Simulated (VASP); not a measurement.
Output of a VASP run:

### OSZICAR
```
       N       E                     dE             d eps       ncg     rms          rms(c)
DAV:   1     0.184103674568E+03    0.18410E+03   -0.14731E+04   512   0.153E+03
DAV:   2    -0.278033203953E+02   -0.21191E+03   -0.21035E+03   680   0.383E+02
DAV:   3    -0.348973476521E+02   -0.70940E+01   -0.70891E+01   816   0.705E+01
DAV:   4    -0.350284827702E+02   -0.13114E+00   -0.13113E+00   688   0.745E+00
DAV:   5    -0.350303156054E+02   -0.18328E-02   -0.18328E-02   712   0.658E-01    0.222E+01
DAV:   6    -0.286457650210E+02    0.63846E+01   -0.38349E+01   560   0.463E+01    0.874E+00
DAV:   7    -0.285597280593E+02    0.86037E-01   -0.15892E+00   704   0.103E+01    0.536E+00
DAV:   8    -0.285234706765E+02    0.36257E-01   -0.19933E-01   664   0.452E+00    0.498E-01
DAV:   9    -0.285251434345E+02   -0.16728E-02   -0.13123E-02   720   0.881E-01    0.342E-01
DAV:  10    -0.285264801248E+02   -0.13367E-02   -0.43838E-03   632   0.692E-01    0.127E-01
DAV:  11    -0.285265468644E+02   -0.66740E-04   -0.15707E-03   656   0.323E-01    0.134E-01
DAV:  12    -0.285264751285E+02    0.71736E-04   -0.39302E-04   552   0.152E-01    0.614E-03
DAV:  13    -0.285264766687E+02   -0.15402E-05   -0.93345E-06   640   0.250E-02    0.298E-03
DAV:  14    -0.285264774536E+02   -0.78492E-06   -0.21480E-06   480   0.114E-02
   1 F= -.28526477E+02 E0= -.28526477E+02  d E =-.377416E-14
```

OUTCAR:
```
------------------------ aborting loop because EDIFF is reached ----------------------------------------
  FORCE on cell =-STRESS in cart. coord.  units (eV):
  Direction    XX          YY          ZZ          XY          YZ          ZX
  --------------------------------------------------------------------------------------
  Total       -2.0268676     -2.0268676     -2.0268676     -0.0000000      0.0000000     -0.0000000
  in kB      -92.8201145    -92.8201145    -92.8201145     -0.0000000      0.0000000     -0.0000000
  external PRESSURE =     -92.8201145 kB  Pullay stress =       0.0000000 kB
  volume of cell :       34.99
      direct lattice vectors                 reciprocal lattice vectors
     0.000000000  2.595900000  2.595900000    -0.192611426  0.192611426  0.192611426
     2.595900000  0.000000000  2.595900000     0.192611426 -0.192611426  0.192611426
     2.595900000  2.595900000  0.000000000     0.192611426  0.192611426 -0.192611426
 POSITION                                       TOTAL-FORCE (eV/Angst)
 -----------------------------------------------------------------------------------
      0.00000      0.00000      0.00000         0.000000     -0.000000      0.000000
      1.29795      1.29795      1.29795         0.000000      0.000000      0.000000
      3.89385      3.89385      3.89385        -0.000000     -0.000000     -0.000000
 -----------------------------------------------------------------------------------
    total drift:                                0.000000      0.000000      0.000000
  FREE ENERGIE OF THE ION-ELECTRON SYSTEM (eV)
  ---------------------------------------------------
  free  energy   TOTEN  =       -28.5264774536 eV

  energy  without entropy=      -28.5264774536  energy(sigma->0) =      -28.52647745
```
(Selected blocks of OUTCAR.)

File POSCAR:
```
ZrO2
1
    0.0000000000     2.5959000000     2.5959000000
    2.5959000000     0.0000000000     2.5959000000
    2.5959000000     2.5959000000     0.0000000000
Zr O
1 2
Direct
  0.0000000000   0.0000000000   0.0000000000
  0.2500000000   0.2500000000   0.2500000000
  0.7500000000   0.7500000000   0.7500000000
```

Problem. Write an INCAR and KPOINTS that could have produced this output.

Solution. One answer among several that fit: the input of the run itself, PBE GGA, plane waves, VASP's PBE PAW potentials (set 64).

INCAR:
```
ALGO = Normal
EDIFF = 1E-6
ENCUT = 520
GGA = PE
ISIF = 2
ISMEAR = 0
LASPH = .True.
LCHARG = .False.
LMAXMIX = 4
LREAL = .False.
LWAVE = .False.
NELM = 100
PREC = Accurate
SIGMA = 0.05
SYSTEM = ZrO2
```

### KPOINTS
```
Automatic mesh
0
Gamma
6 6 6
0 0 0
```

POTCAR, in this order: Zr_sv O (PBE.64 set). Program: vasp_std.

The compound is ZrO2 in the fluorite structure, the high-temperature cubic form, which is unstable at 0 K; the monoclinic form is the stable one. The cell was not relaxed at this level.
